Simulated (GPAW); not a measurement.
# In (I4/mmm) in GPAW: convergence with bands over the usual count

Aim: find how far bands over the usual count must go before the results for In settle, at LDA. This setting moves, with any that are tied to it; all else stays.

All numbers are computed with GPAW 26.7.0; they aren't measurements. Logs are shortened: lines on timing, memory, paths and dates and some standing lists are left out, and cuts for length are marked. The log counts tension as positive stress, the text compression.

## (1) Starting point

The structure is tetragonal, space group I4/mmm (No. 139). Conventional cell: a = 3.251 Å, b = 3.251 Å, c = 4.947 Å, α = 90.00°, β = 90.00°, γ = 90.00°. Around In (site symmetry 4/mmm) lie 12 In at 3.25 to 3.38 Å.

## (2) With bands over the usual count 0.72

File run.py:

```python
from ase.dft.bandgap import bandgap
from ase.io import read, write
from ase.units import GPa
from gpaw import GPAW, PW

atoms = read('In.xyz')

calc = GPAW(mode=PW(600),
            xc='LDA',
            kpts={'size': (9, 9, 9), 'gamma': True},
            occupations={'name': 'fermi-dirac', 'width': 0.05},
            nbands=10,
            convergence={'density': 1e-05, 'energy': 1e-05},
            maxiter=100,
            txt='gpaw.txt')
atoms.calc = calc
energy = atoms.get_potential_energy()
forces = atoms.get_forces()
stress = atoms.get_stress()
calc.write('gs.gpw')
write('result.traj', atoms)
print(f'Energy: {energy:.6f} eV')
print('Forces (eV/A):')
print(forces.round(4))
print('Stress (GPa):', (stress / GPa).round(3))
print('Fermi level:', round(calc.get_fermi_level(), 4), 'eV')
print(f'Gap: {bandgap(calc)[0]:.4f} eV, direct: {bandgap(calc, direct=True)[0]:.4f} eV')
```

File In.xyz:

```xyz
1
Lattice="-1.6254700000 1.6254700000 2.4737000000 1.6254700000 -1.6254700000 2.4737000000 1.6254700000 1.6254700000 -2.4737000000" Properties=species:S:1:pos:R:3 pbc="T T T"
In     0.0000000000      0.0000000000      0.0000000000
```

Potentials or basis: the program's PAW data sets (release 1.2.1) made for this functional, pw.

Launch:

```console
OMP_NUM_THREADS=1 python run.py
```

gpaw.txt:

```text
__  _  _
 | _ |_)|_||  |
 |__||  | ||/\| - 26.7.0

Input parameters:
  mode=PW(ecut=600.0),
  convergence={'density': 1e-05, 'energy': 1e-05},
  kpts=MonkhorstPack(size=(9, 9, 9), gamma=True),
  maxiter=100,
  nbands=10,
  occupations=Occupations(name='fermi-dirac', width=0.05),
  xc=XC(name='LDA')

Diagonalizing LCAO Hamiltonian
Converting LCAO to pw mode

       In

Atoms  # Å, Bohr magnetons
|   | symbol |        x |        y |        z |    initial magnetic moments |
|---|--------|----------|----------|----------|-----------------------------|
| 0 |     In | 0.000000 | 0.000000 | 0.000000 | ( 0.0000,  0.0000,  0.0000) |

Unit cell  # Å
| periodic |         x |         y |         z |  lengths |     angles |
|----------|-----------|-----------|-----------|----------|------------|
|      yes | -1.625470 |  1.625470 |  2.473700 | 3.376906 | 122.452932 |
|      yes |  1.625470 | -1.625470 |  2.473700 | 3.376906 | 122.452932 |
|      yes |  1.625470 |  1.625470 | -2.473700 | 3.376906 |  85.801437 |

Number of symmetries: 16
Symmetry operations  # r_c * U_cc + t_c -> r_c
|    | kind |            matrix            |
|----|------|------------------------------|
|  0 |  σ   |  1, 1, 1,  0, 0,-1,  0,-1, 0 |
|  1 |  C4  |  1, 1, 1,  0, 0,-1, -1, 0, 0 |
|  2 |  E   |  1, 0, 0,  0, 1, 0,  0, 0, 1 |
|  3 |  σ   |  1, 0, 0,  0, 1, 0, -1,-1,-1 |
|  4 |  σ   |  0, 1, 0,  1, 0, 0,  0, 0, 1 |
|  5 |  C2  |  0, 1, 0,  1, 0, 0, -1,-1,-1 |
|  6 |  C2  |  0, 0, 1, -1,-1,-1,  1, 0, 0 |
|  7 |  S4  |  0, 0, 1, -1,-1,-1,  0, 1, 0 |
|  8 |  C4  |  0, 0,-1,  1, 1, 1,  0,-1, 0 |
|  9 |  σ   |  0, 0,-1,  1, 1, 1, -1, 0, 0 |
| 10 |  σ   |  0,-1, 0, -1, 0, 0,  1, 1, 1 |
| 11 |  C2  |  0,-1, 0, -1, 0, 0,  0, 0,-1 |
| 12 |  C2  | -1, 0, 0,  0,-1, 0,  1, 1, 1 |
| 13 |  i   | -1, 0, 0,  0,-1, 0,  0, 0,-1 |
| 14 |  S4  | -1,-1,-1,  0, 0, 1,  1, 0, 0 |
| 15 |  C2  | -1,-1,-1,  0, 0, 1,  0, 1, 0 |

BZ-sampling:
  Number of BZ points: 729
  Number of IBZ points: 75

  Monkhorst-Pack size: [9, 9, 9]
  Monkhorst-Pack shift: [0, 0, 0]

K-points  # in reciprocal-cell coordinates
[... 60 lines left out ...]
    |    d |        |       8.489 |    1.148 |

    Using partial waves for In as LCAO basis

Reference energy: -159834.290422  # eV

eigensolver:
  PPCG
  Converge bands: occupied
  niter=2

density mixing:
  MSR1-Mixer
  Pratt-step length: 0.05
  Maximum mixing coefficient: 0.75
  Old densities: 10
  SVD Regularization: 0.005
  Good broyden scale: 1.0
  Trust region scale: 1.0
  Backstep threshold: 4.0
  History deletion threshold: 6.0
  Fourier metric: weight=20.0, sigma=0.015

occupation numbers:
  Fermi-Dirac:
    width: 0.0500  # eV

poisson solver:
  ecut: 4800.0  # eV

xc functional:
  name: None

convergence criteria:
- Maximum integral of absolute [dens]ity change: 1e-05 electrons / valence electron
- Maximum [total energy] change in last 3 cyles: 1e-05 eV / valence electron
- Maximum integral of absolute [eigenst]ate change: 4e-08 eV^2 / valence electron
maximum number of iterations: 100

SCF iterations
|iter     | |      energy | eigst |  dens |
|---------|-|-------------|-------|-------|
|iter:   1| |   -3.458906 | -0.35 |       |
|iter:   2| |   -3.455299 | -2.24 | -1.59 |
|iter:   3| |   -3.424226 | -2.44 | -1.62 |
|iter:   4| |   -3.422967 | -4.16 | -2.07 |
|iter:   5| |   -3.422955 | -4.43 | -2.56 |
|iter:   6| |   -3.422961c| -5.99 | -3.68 |
|iter:   7| |   -3.422962c| -6.89 | -4.14 |
|iter:   8| |   -3.422962c| -7.66c| -5.03c|

Converged in 8 steps
Energy contributions relative to reference atoms: (reference = -159834.290422)

Energy contributions:
  Kinetic:           9.255250
  Coulomb:          -8.468146
  Zero:              0.147569
  External:          0.000000
  Xc:               -4.355108
  Entropy:          -0.005053
  Spinorbit:         0.000000
  ----------------------------
  Free energy:      -3.425488
  Extrapolated:     -3.422962

dipole moment: (-5.533168, -5.533168, -8.420578)  # |e|*Ang

Fermi level: 6.648
Eigenvalues  # (at kpt = [0.000, 0.000, 0.000])
| band index |      eig [eV] | occ [0-2] |
|------------|---------------|-----------|
|          0 |        -7.882 |     2.000 |
|          1 |        -7.775 |     2.000 |
|          2 |        -7.775 |     2.000 |
|          3 |        -7.691 |     2.000 |
|          4 |        -7.580 |     2.000 |
|          5 |        -2.948 |     2.000 |
|          6 |        17.026 |     0.000 |
|          7 |        17.026 |     0.000 |
|          8 |        17.176 |     0.000 |
|          9 |        18.407 |     0.000 |

No gap
No difference between direct/indirect transitions

Forces  # eV/Ang
|       x |       y |       z |
|---------|---------|---------|
| 0.00000 | 0.00000 | 0.00000 |  # In   0

Stress tensor  # eV/Ang^3
|        x |        y |        z |
|----------|----------|----------|
| 0.016501 | 0.000000 | 0.000000 |
| 0.000000 | 0.016501 | 0.000000 |
| 0.000000 | 0.000000 | 0.017612 |

# Writing to gs.gpw (mode='')
```

Wall time 10 s (1 thread of Arm Neoverse V1, shared host); peak memory 0.14 GiB.

What came out:

```
Free energy            : -3.4255 eV
Pressure               : -2.7 GPa
Band gap on the k mesh : none (metal or under the smearing width)
```

## (3) With bands over the usual count 0.8

Edit run.py of step 2 so:

```diff
@@ -11,3 +11,3 @@
             occupations={'name': 'fermi-dirac', 'width': 0.05},
-            nbands=10,
+            nbands=11,
             convergence={'density': 1e-05, 'energy': 1e-05},
```

In.xyz is that of step 2.

Potentials or basis: the program's PAW data sets (release 1.2.1) made for this functional, pw.

Launch:

```console
OMP_NUM_THREADS=1 python run.py
```

Wall time 11 s (1 thread of Arm Neoverse V1, shared host); peak memory 0.14 GiB.

The run converged. Its results:

| Item | Value |
| --- | --- |
| Free energy | -3.4255 eV |
| Pressure | -2.7 GPa |
| Band gap on the k mesh | none (metal or under the smearing width) |

## (4) With bands over the usual count 0.9

Edit run.py of step 3 so:

```diff
@@ -11,3 +11,3 @@
             occupations={'name': 'fermi-dirac', 'width': 0.05},
-            nbands=11,
+            nbands=12,
             convergence={'density': 1e-05, 'energy': 1e-05},
```

In.xyz is that of step 3.

Launch:

```console
OMP_NUM_THREADS=1 python run.py
```

It took 12 s on 1 thread of Arm Neoverse V1, shared host; peak memory 0.15 GiB.

The run converged. Its results:

```yaml
Free_energy: -3.4255 eV
Pressure: -2.7 GPa
Band_gap_on_the_k_mesh: none (metal or under the smearing width)
```

## (5) With bands over the usual count 1

Edit run.py of step 4 so:

```diff
@@ -11,3 +11,3 @@
             occupations={'name': 'fermi-dirac', 'width': 0.05},
-            nbands=12,
+            nbands=14,
             convergence={'density': 1e-05, 'energy': 1e-05},
```

In.xyz is that of step 4.

Launch:

```console
OMP_NUM_THREADS=1 python run.py
```

It took 14 s on 1 thread of Arm Neoverse V1, shared host; peak memory 0.15 GiB.

Results (log left out):

```
Free energy            : -3.4255 eV
Pressure               : -2.7 GPa
Band gap on the k mesh : none (metal or under the smearing width)
```

## (6) With bands over the usual count 1.3

Edit run.py of step 5 so:

```diff
@@ -11,3 +11,3 @@
             occupations={'name': 'fermi-dirac', 'width': 0.05},
-            nbands=14,
+            nbands=18,
             convergence={'density': 1e-05, 'energy': 1e-05},
```

In.xyz is that of step 5.

Potentials or basis: the program's PAW data sets (release 1.2.1) made for this functional, pw.

Launch:

```console
OMP_NUM_THREADS=1 python run.py
```

Run time: 17 s. Hardware: 1 thread of Arm Neoverse V1, shared host; peak memory 0.15 GiB.

Results (log left out):

```
Free energy            : -3.4255 eV
Pressure               : -2.7 GPa
Band gap on the k mesh : none (metal or under the smearing width)
```

## (7) With bands over the usual count 1.7

Edit run.py of step 6 so:

```diff
@@ -11,3 +11,3 @@
             occupations={'name': 'fermi-dirac', 'width': 0.05},
-            nbands=18,
+            nbands=23,
             convergence={'density': 1e-05, 'energy': 1e-05},
```

In.xyz is that of step 6.

Launch:

```console
OMP_NUM_THREADS=1 python run.py
```

Run time: 21 s. Hardware: 1 thread of Arm Neoverse V1, shared host; peak memory 0.16 GiB.

The run converged. Its results:

```yaml
Free_energy: -3.4255 eV
Pressure: -2.7 GPa
Band_gap_on_the_k_mesh: none (metal or under the smearing width)
```

## (8) With bands over the usual count 2.5

Edit run.py of step 7 so:

```diff
@@ -11,3 +11,3 @@
             occupations={'name': 'fermi-dirac', 'width': 0.05},
-            nbands=23,
+            nbands=33,
             convergence={'density': 1e-05, 'energy': 1e-05},
```

In.xyz is that of step 7.

Launch:

```console
OMP_NUM_THREADS=1 python run.py
```

Run time: 33 s. Hardware: 1 thread of Arm Neoverse V1, shared host; peak memory 0.17 GiB.

Results (log left out):

```yaml
Free_energy: -3.4255 eV
Pressure: -2.7 GPa
Band_gap_on_the_k_mesh: none (metal or under the smearing width)
```

## (9) Result

| bands over the usual count | energy less the tightest run, at zero smearing (meV/atom) | SCF cycles | CPU time (s) | peak memory (GiB) |
| --- | --- | --- | --- | --- |
| 0.72 | 0.00 | 8 | 10 | 0.14 |
| 0.8 | 0.00 | 8 | 11 | 0.14 |
| 0.9 | 0.00 | 8 | 12 | 0.15 |
| 1 | 0.00 | 8 | 14 | 0.15 |
| 1.3 | 0.00 | 8 | 17 | 0.15 |
| 1.7 | 0.00 | 8 | 21 | 0.16 |
| 2.5 | 0.00 | 8 | 33 | 0.17 |

Against the tightest run, the energy stays within 1 meV/atom from 0.72 on. The tightest run that finished is the yardstick and may itself not be fully converged.
